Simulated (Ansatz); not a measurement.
Relaxation of a periodic cell of 17 atoms, Si₁₆H (host Si, host structure diamond, interstitial H), to a largest force component of 0.03 eV/Å in at most 60 steps.

Level of theory: DFT LDA, scalar-relativistic, plane waves, PAW in Ansatz 0.2.0. Settings: cutoff 420 eV, k mesh 2x2x2, gaussian smearing 0.02 eV, spin collinear.

```xyz
17
Lattice="0.0000 5.4300 5.4300 5.4300 0.0000 5.4300 5.4300 5.4300 0.0000" Properties=species:S:1:pos:R:3
Si 0.000 0.000 0.000
Si 1.357 1.357 1.357
Si 2.715 2.715 0.000
Si 4.072 4.072 1.357
Si 2.715 0.000 2.715
Si 4.072 1.357 4.072
Si 5.430 2.715 2.715
Si 6.787 4.072 4.072
Si 0.000 2.715 2.715
Si 1.357 4.072 4.072
Si 2.715 5.430 2.715
Si 4.072 6.787 4.072
Si 2.715 2.715 5.430
Si 4.072 4.072 6.787
Si 5.430 5.430 5.430
Si 6.787 6.787 6.787
H 9.534 6.877 6.832
```

**Question.** Where does it end, and by what steps?

**Answer.** The run converged. The force dipped under the threshold on the way, but the program's further checks kept it going. Limits of this set-up: coarse k mesh, a small cell, in which the defect meets its images, a typed lattice constant that wasn't relaxed here. After 15 steps the energy has fallen by 0.137 eV; H17 moved furthest, 0.40 Å. Joined: Si9–H17 (2.26 → 1.68 Å).

```
step  energy less start (eV)  largest force component (eV/Å)  accepted
   0                  0.0000                           0.349       yes
   1                 -0.0394                           0.111       yes
   2                 -0.0431                           0.045       yes
   3                 -0.0442                           0.034       yes
   4                 -0.0450                           0.038       yes
   5                 -0.0537                           0.166       yes
   6                 -0.0790                           0.168       yes
   7                 -0.1156                           0.129       yes
   8                  0.0302                           1.120        no
   9                 -0.1267                           0.083       yes
  10                 -0.1297                           0.046       yes
  11                 -0.1305                           0.029       yes
  12                 -0.1333                           0.123       yes
  13                 -0.1352                           0.076       yes
  14                 -0.1317                           0.123        no
  15                 -0.1366                           0.011       yes
```

```xyz
17
Lattice="0.0000 5.4300 5.4300 5.4300 0.0000 5.4300 5.4300 5.4300 0.0000" Properties=species:S:1:pos:R:3
Si 0.039 -0.068 -0.054
Si 1.397 1.314 1.305
Si 2.725 2.733 0.010
Si 4.082 4.107 1.369
Si 2.724 0.034 2.733
Si 4.124 1.359 4.092
Si 5.430 2.736 2.716
Si 6.796 4.095 4.083
Si -0.165 2.544 2.550
Si 1.323 3.903 4.040
Si 2.660 5.362 2.756
Si 4.020 6.745 4.112
Si 2.747 2.659 5.463
Si 4.053 4.141 6.769
Si 5.447 5.465 5.440
Si 6.806 6.789 6.840
H 9.624 7.260 6.906
```

Whether the end is a true minimum wasn't checked by a vibrational analysis.

Time of the run: 2.2 min on 2 threads of Arm Neoverse V2, on a shared host, peak memory 0.62 GiB.
